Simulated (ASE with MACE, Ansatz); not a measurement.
# Hydroxylated HfO2(111) and TiCl4: energies of the steps

Which steps of the reaction of TiCl4 with hydroxylated HfO2(111) release energy, and how far does that hang on the level of theory?

Calculated with Ansatz 0.2.0: Kohn-Sham DFT, PBE+D3(BJ), PAW (set soft_2), plane waves; cutoff 420 eV, fermi-dirac smearing of 0.025 eV (for the slabs). Every cell is relaxed with this functional, then solved at fixed geometry with r2SCAN+D4, PBE+D3(BJ) on a denser mesh, PBE and RPBE+D3(BJ). Cutoffs: 420 eV for PBE+D3(BJ), PBE and RPBE+D3(BJ); 500 eV for r2SCAN+D4.

**The cells**

The cell holds 63 atoms: 18 Hf, 39 O and 6 H. Cell: a = 10.776 Å, b = 10.776 Å, c = 22.312 Å, α = 90.0°, β = 90.0°, γ = 120.0°. It derives from HfO2 (hydroxylated HfO2(111)). The starting structure: Fluorite-type HfO2(111), 3 x 3 cells, two O-Hf-O trilayers, three waters split on the upper face (lattice constants typed as starting values near PBE's), about 15 Å of vacuum, lower atoms held. Vacuum lies along c. 27 atoms are held.

- TiCl4 on hydroxylated HfO2(111): one whole molecule of TiCl4 lowered over an O-H group, eased by MACE.
- TiCl4 after losing HCl on hydroxylated HfO2(111): the H of one O-H group replaced by the Ti fragment of TiCl4 less one ligand, eased by MACE.
- TiCl4 fragment with one ligand changed to OH on hydroxylated HfO2(111): the bound fragment with one more ligand replaced by OH, eased by MACE.

Molecules sit alone in boxes of 12 to 15 Å, at Γ at every level, with a smearing of 0.01 eV.

The input of the single point on the relaxed bare surface:

```yaml
crystal:
  lattice:
    - [10.77631, 0.0, 0.0]
    - [-5.38815, 9.33256, 0.0]
    - [0.0, 0.0, 22.31226]
  atoms:
    - { symbol: Hf, position: [0.99101, 0.00266, 0.07846] }
    - { symbol: O, position: [0.00864, 0.01297, 0.17073] }
    - { symbol: Hf, position: [0.2364, 0.12802, 0.20296] }
    - { symbol: O, position: [0.23657, 0.1102, 0.10504] }
    [... 57 atom lines left out ...]
    - { symbol: H, position: [0.55071, 0.86426, 0.32835] }
    - { symbol: H, position: [0.76207, 0.9227, 0.29262] }
kpoints:
  mp_grid: { grid: [1, 1, 1] }
hamiltonian:
  xc: pbe
  dispersion: d3bj
scf:
  occupations: { method: fermi_dirac, width: 0.025 }
output:
  forces: true
  populations: true
  dos:
    method: { smearing: { sigma: 0.08 } }
    de: 0.1
    projected:
      site_lists:
        H: [H]
        Hf: [Hf]
        O: [O]
        slab: [... 63 sites ...]
  eigenvalues: true
  write_density: true
  write_potential: true
  volumetric_format: npy
```

| cell | formula | k-mesh | relaxation steps | gain on relaxing (eV) | free energy, PBE+D3(BJ) (eV) | Kohn-Sham gap (eV) | time of its runs on this page |
| --- | --- | --- | --- | --- | --- | --- | --- |
| hydroxylated HfO2(111) | Hf18H6O39 | 1×1×1 | 8 | 0.09 | -305305.346 | 4.23 | 33 s |
| TiCl4 on hydroxylated HfO2(111) | Hf18TiH6Cl4O39 | 1×1×1 | 20 | 0.47 | -312132.070 | 2.89 | 46 s |
| TiCl4 after losing HCl on hydroxylated HfO2(111) | Hf18TiH5Cl3O39 | 1×1×1 | 18 | 0.21 | -311035.592 | 3.29 | 43 s |
| TiCl4 fragment with one ligand changed to OH on hydroxylated HfO2(111) | Hf18TiH6Cl2O40 | 1×1×1 | 14 | 0.21 | -310538.250 | 3.46 | 36 s |
| H2O | H2O | 1×1×1 | 4 | 0.15 | -599.231 | 6.23 | 14 s |
| HCl | HCl | 1×1×1 | 4 | 0.03 | -1096.239 | 6.80 | 12 s |
| TiCl4 | TiCl4 | 1×1×1 | 3 | 0.03 | -6825.915 | 3.66 | 14 s |

The gap is that between the highest filled and lowest empty Kohn-Sham level; a dash marks none computed or no clear gap.

**Reaction energies**

Products less reactants, from the free energies above and their like at the other levels, in eV; negative values release energy:

```
                                                 change  PBE+D3(BJ)  r2SCAN+D4  PBE+D3(BJ), denser mesh    PBE  RPBE+D3(BJ)
                                    adsorption of TiCl4       -0.81      -0.74                    -0.81  -0.15        -1.19
ligand exchange: surface + TiCl4 → bound fragment + HCl       -0.57      -0.49                    -0.57  -0.15        -0.64
      co-reactant step: bound fragment + H2O → OH + HCl        0.33       0.32                     0.33   0.26         0.56
```

Worked for the first row at PBE+D3(BJ): (-312132.070) − (-305305.346) − (-6825.915) = -0.809 eV (from unrounded energies).

**What the relaxations did**

Bonds are pairs closer than 1.18 times the sum of covalent radii, pairs of two metal atoms left out; a bond counts as made or broken only if it crosses from under that bound to over 1.3 times, or back. All concern the added atoms.

| cell | bonds to the surface at the end | nearest contact (Å) | made in DFT | broken in DFT | largest move (Å) |
| --- | --- | --- | --- | --- | --- |
| TiCl4 on hydroxylated HfO2(111) | 1 O–Ti | Ti–O 2.16 | 1 O–Ti | none | 1.83 |
| TiCl4 after losing HCl on hydroxylated HfO2(111) | 1 O–Ti | Ti–O 1.73 | none | none | 1.39 |
| TiCl4 fragment with one ligand changed to OH on hydroxylated HfO2(111) | 1 O–Ti | Ti–O 1.74 | none | none | 1.64 |

**Findings**

Row 1 releases 0.81 eV at PBE+D3(BJ). The molecule stays whole and bonds to the surface (its most stretched bond, Cl–Ti, goes from 2.18 Å in the gas to 2.26 Å). At the same geometries the levels give -1.19 (RPBE+D3(BJ)) to -0.15 eV (PBE), the denser mesh leaves it within 0.01 eV and the D3 term supplies -0.66 eV of it. Row 2 releases 0.57 eV at PBE+D3(BJ). At the same geometries the levels give -0.64 (RPBE+D3(BJ)) to -0.15 eV (PBE), the denser mesh leaves it within 0.01 eV and the D3 term supplies -0.42 eV of it. Row 3 costs 0.33 eV at PBE+D3(BJ). At the same geometries the levels give 0.26 (PBE) to 0.56 eV (RPBE+D3(BJ)), the denser mesh leaves it within 0.01 eV and the D3 term supplies +0.08 eV of it. Counted from the adsorbed state, the exchange costs 0.24 eV, with the by-product taken away as gas.

Limits: These are static energies with no barriers, zero-point energy or heat. Where a gas molecule is taken up, its entropy is lost, which at room temperature and above is worth several tenths of an eV to over 1 eV a molecule and isn't counted. All slabs, the starting one too, were first eased by a machine-learned potential, and one starting arrangement a cell was relaxed; others may lie lower. Only one face is changed, and the cells carry no dipole correction. Levels with D3 or D4 differ in the size of their dispersion terms as well as in the functional. Spin–orbit coupling is left out, which matters for the levels of the heavy elements. In some runs the program notes that the exchange-correlation potential is rough where the density is thin.

[Logs are printed without paths, hosts, clocks, repeated set-up lines and the standing remarks that a program may print on its own settings, such as how far it seeks lower states.]

[Hosts, paths, dates, database ids (printed as entryN), source tags and the programs' standing remarks are cut or masked in the printed files.]
